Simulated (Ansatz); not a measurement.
An Ansatz (a quantum-chemistry and plane-wave program) run: GeO2; Ansatz, r2SCAN, PAW, cutoff 500 eV, without spin-orbit coupling.

Input:

Ansatz 0.2 input:
```yaml
crystal:
  lattice:
    - [4.9887213333, 0, 0]
    - [-2.4943606666, 4.320359407, 0]
    - [0, 0, 5.6752716256]
  atoms:
    - { symbol: Ge, position: [0.4510832482, 0, 0.3333333333] }
    - { symbol: Ge, position: [0, 0.4510832482, 0.6666666667] }
    - { symbol: Ge, position: [0.5489167518, 0.5489167518, 0] }
    - { symbol: O, position: [0.3962221928, 0.3031303607, 0.2434297207] }
    - { symbol: O, position: [0.6968696393, 0.093091832, 0.576763054] }
    - { symbol: O, position: [0.906908168, 0.6037778072, 0.9100963874] }
    - { symbol: O, position: [0.093091832, 0.6968696393, 0.423236946] }
    - { symbol: O, position: [0.3031303607, 0.3962221928, 0.7565702793] }
    - { symbol: O, position: [0.6037778072, 0.906908168, 0.0899036126] }
basis: { ecutwfc: 500, ecutrho_ratio: 4, xc_grid: 4, fft_grid_basis: typed }
kpoints: { mp_grid: { grid: [8, 8, 6] } }
hamiltonian:
  xc: r2scan
  dispersion: none
  pseudopotentials: { kind: paw }
scf: { occupations: { method: fermi_dirac, width: 0.05 }, convergence: { dr2_threshold: 0.0000000009 } }
output: { forces: true, stress: true }
```

Output:

```
WARN ansatz: RAYON_NUM_THREADS=2 ignored (pool sized by the plan → 2); use --threads N
Pseudopotentials: kind: paw
Pseudopotential: Ge, paw, valence charge 14
Pseudopotential: O, paw, valence charge 6
Functional definition: r2SCAN
Crystal: 9 atoms, lattice volume = 122.320 Å³
Basis set: ecut = 500 eV, 3075 PW (Γ), exchange–correlation on 160×160×180 points (64 copies of the dense FFT grid, shifted against one another)
Bands: 48, of which v1, the nominal top of the filled ones, is band 39 counted from 1 (38 counted from 0)
Symmetry: 6 space group operations
Space group: P3121 (ITA 152), of the structure as read, at distance tolerance 5.0e-5 Å
k-points: 50 of 384 (time reversal used)
PAW frozen core: Ge, regenerated for the run's functional
PAW frozen core: O, regenerated for the run's functional
Initial density: superposition of atomic densities (neutral atoms: chi_scale 0, normalization atom), corrected by the library's trained network
Initial wavefunctions: pseudopotential atomic-orbital guess
Eigensolver: davidson
Functional: x = r2scan, c = r2scan; τ floored in thin density (d = 2e-4 eV/Å³)
SCF iter   1: F=—  HF=-16320.351363 eV  |F-HF|=—  |Δ(HF+E_count)|=         —  Δρ=8.50e-3  dr2=5.05e-2  dr2_τ=4.92e-1  ethr=1.77e-3  ⟨swp⟩=5.7  Hψ=9041  notcnv=0  defer=55
all-band conjugate gradients solve this SCF's bands
preconditioner: auto → Resta (q_TF=auto, 2.531 Å⁻¹)
SCF iter   2: F=—  HF=-16320.455065 eV  |F-HF|=—  |Δ(HF+E_count)|=   1.04e-1  Δρ=4.74e-3  dr2=1.43e-2  dr2_τ=1.03e-3  ethr=6.48e-5  ⟨swp⟩=3.0  Hψ=5222  notcnv=0  defer=158
SCF iter   3: F=—  HF=-16320.455519 eV  |F-HF|=—  |Δ(HF+E_count)|=   4.55e-4  Δρ=1.56e-3  dr2=1.17e-3  dr2_τ=7.24e-5  ethr=1.83e-5  ⟨swp⟩=2.0  Hψ=3591  notcnv=0  defer=158
SCF iter   4: F=—  HF=-16320.455554 eV  |F-HF|=—  |Δ(HF+E_count)|=   3.42e-5  Δρ=3.07e-4  dr2=9.12e-5  dr2_τ=2.34e-5  ethr=1.50e-6  ⟨swp⟩=3.0  Hψ=4192  notcnv=0  defer=158
SCF iter   5: F=—  HF=-16320.455536 eV  |F-HF|=—  |Δ(HF+E_count)|=   1.76e-5  Δρ=1.13e-4  dr2=6.53e-6  dr2_τ=1.05e-6  ethr=1.17e-7  ⟨swp⟩=2.0  Hψ=4192  notcnv=0  defer=158
SCF iter   6: F=—  HF=-16320.455622 eV  |F-HF|=—  |Δ(HF+E_count)|=   8.58e-5  Δρ=2.66e-5  dr2=8.03e-7  dr2_τ=3.42e-8  ethr=8.38e-9  ⟨swp⟩=2.0  Hψ=3442  notcnv=0  defer=158
SCF iter   7: F=—  HF=-16320.455622 eV  |F-HF|=—  |Δ(HF+E_count)|=   3.06e-8  Δρ=5.11e-6  dr2=3.04e-8  dr2_τ=1.55e-9  ethr=1.03e-9  ⟨swp⟩=2.0  Hψ=3307  notcnv=0  defer=158
SCF iter   8: F=—  HF=-16320.455622 eV  |F-HF|=—  |Δ(HF+E_count)|=   6.99e-9  Δρ=1.23e-6  dr2=1.85e-9  dr2_τ=3.76e-11  ethr=3.90e-11  ⟨swp⟩=2.0  Hψ=3141  notcnv=0  defer=158
SCF iter   9: F=-16320.455622 eV  HF=-16320.455622 eV  |F-HF|=1.09e-11  |Δ(HF+E_count)|=  6.46e-10  Δρ=1.13e-7  dr2=1.37e-11  dr2_τ=7.58e-13  ethr=1.15e-12  ⟨swp⟩=4.0  Hψ=7653  notcnv=0
SCF 1 converged in 9 iterations: F = -16320.455622 eV  dr2 = 1.37e-11
SCF converged after 9 iterations
Free energy (F): -16320.455622 eV
Harris-Foulkes:  -16320.455622 eV  (|F-HF|=1.09e-11)
Internal energy: -16320.455622 eV  (E = F + TS)
E sigma→0 (E₀):  -16320.455622 eV
Fermi energy:    5.477430 eV
--- Per-component energies (eV) ---
  E_band       = -756.545232
  E_kinetic    = 1391.933119
  E_local      = -10796.704391  (includes V_loc(G=0)·N_el)
  E_nonlocal   = 1569.132157
  E_hartree    = 4546.517222
  E_xc         = -642.263359
  E_vxc        = -831.985888  (∫ρ·V_xc dr)
  E_paw        = -7085.055796  (= ΣΔE_a)
  E_vpaw       = -1234.953848  (= ΣTr[D̂ρ^β])
  E_aug_tail   = 0.006251  (compensation charges beyond the density's cutoff)
  E_vtau       = 52.992900  (kinetic-family band-sum trace: ∫τ·v_τ [+ j·A + Jᵃ·Aᵃ] dr)
  E_ewald      = -5300.571883
  E_core_change = -3.448943  (= ΣΔE_core)
  E_smearing   = -0.000000  (= −TS)
  E_closure    = 0.000000  (closes the sum)
  Σ components = -16320.455622   (vs F -16320.455622, Δ=0.00e0)
  [band-id]    e_kinetic+e_local+e_nonlocal+2·e_hartree+e_vxc+e_vpaw+e_augmentation_tail+e_vtau = -756.545255   (vs E_band -756.545232, Δ=-2.26e-5)
--- Forces (eV/Å), atoms counted from 1 ---
  atom   1  Ge     0.00025036    -0.00000000    -0.00000000
  atom   2  Ge    -0.00012518     0.00021682     0.00000000
  atom   3  Ge    -0.00012518    -0.00021682     0.00000000
  atom   4  O     -0.00078656     0.00010745     0.00053963
  atom   5  O      0.00030023    -0.00073490     0.00053963
  atom   6  O      0.00048633     0.00062745     0.00053963
  atom   7  O     -0.00078656    -0.00010745    -0.00053963
  atom   8  O      0.00048633    -0.00062745    -0.00053963
  atom   9  O      0.00030023     0.00073490    -0.00053963
  max |Σ_I F_I| component: 1.97e-17 eV/Å
--- Stress (GPa, compression-positive) ---
       -0.002716       0.000000       0.000000
       -0.000000      -0.002716       0.000000
        0.000000       0.000000      -0.005503
  P = ⅓ Tr σ = -0.0036 GPa (-0.036 kbar)
  The stress holds the Pulay correction. Without it, at fixed plane waves, as pw.x and ABINIT print it: P = -0.1117 GPa
  The stress includes an estimate of the error left by incomplete SCF convergence (largest component -0.0000 GPa).
--- Band table ---
  band table: none
```

Stability against distortions was not tested. The cell is GeO$_{2}$ (space group P3_121, No. 152).
